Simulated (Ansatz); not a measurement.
(111) slab cut from the bulk of GaN, F-43m (No. 216); the slab's formula is GaN:

```
CELL_PARAMETERS angstrom
3.18073 0.00000 0.00000
-1.59036 2.75459 0.00000
0.00000 0.00000 26.03748
ATOMIC_POSITIONS crystal
N 0.00000 0.00000 0.28805
Ga 0.33333 0.66667 0.31298
N 0.33333 0.66667 0.38779
Ga 0.66667 0.33333 0.41272
N 0.66667 0.33333 0.48753
Ga 0.00000 0.00000 0.51247
N 0.00000 0.00000 0.58728
Ga 0.33333 0.66667 0.61221
N 0.33333 0.66667 0.68702
Ga 0.66667 0.33333 0.71195
```

All numbers below come from Ansatz 0.2.0, DFT PBEsol, scalar-relativistic, plane waves, PAW. Cutoff 420 eV; k points 9×9×1 on the computed 10-atom cell (Γ-centred); Gaussian smearing, width 0.05 eV; no spin polarisation. The cell repeats along c with a dipole correction in the vacuum.

Question: What forces act on the atoms?

Answer:
```
atom Fx (eV/Å) Fy (eV/Å) Fz (eV/Å)
  N1      0.000      0.000      1.498
 Ga2      0.000      0.000     -2.057
  N3      0.000      0.000      0.915
 Ga4      0.000      0.000     -0.663
  N5      0.000      0.000      0.600
 Ga6      0.000      0.000     -0.595
  N7      0.000      0.000      0.513
 Ga8      0.000      0.000     -0.768
  N9      0.000      0.000      0.439
Ga10      0.000      0.000      0.118
```

Spin polarisation was left out, and a magnetic state may lie lower.

The reference crystal is the zinc-blende form of GaN, which isn't its usual structure.

Cost: 1 run of about 1.1 core-minutes, on Intel Xeon Processor @ 2.50GHz (Skylake/Cascade Lake) (shared hosts).